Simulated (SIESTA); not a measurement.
Crystal: BaTiO3.

```
Ba Ti O
1.0
     4.00600    0.00000    0.00000
     0.00000    4.00600    0.00000
     0.00000    0.00000    4.00600
Ba Ti O
1 1 3
Direct
  0.50000 0.50000 0.50000
  0.00000 0.00000 0.00000
  0.00000 0.00000 0.50000
  0.00000 0.50000 0.00000
  0.50000 0.00000 0.00000
```

Base run:

```yaml
Program: SIESTA 5.4.2
Functional: LDA
Potentials_or_basis: PseudoDojo 0.4 standard (LDA files)
Basis: DZP (energy shift 0.003 Ry; two zetas on semicore shells; d shell added on Ba)
Grid_cutoff: 800 Ry
Energy_shift: 0.003 Ry
k_mesh: 7 × 7 × 7
Occupations: fermi-dirac, width 0.05 eV
Spin: no spin polarisation
```

Its results: band gap on the k mesh 1.68 eV, indirect (least direct gap 1.74 eV); pressure -7.1 GPa.

Task: The run is repeated on the same cell with these changes: functional from LDA to PBE; potentials or basis from PseudoDojo 0.4 standard (LDA files) to PseudoDojo 0.4 standard (PBE files). What comes out?

Result: Band gap on the k mesh 1.74 eV, indirect (least direct gap 1.81 eV); pressure 3.8 GPa.

Caveats: this set's barium file shifts pressures by up to 1 GPa against other sets; spin-orbit coupling is left out, which moves the levels of the heavy elements; the basis of atomic orbitals isn't converged, which shifts pressures, moduli and gaps.

A k mesh can miss the band edges.

Not every run made on this cell is shown here.
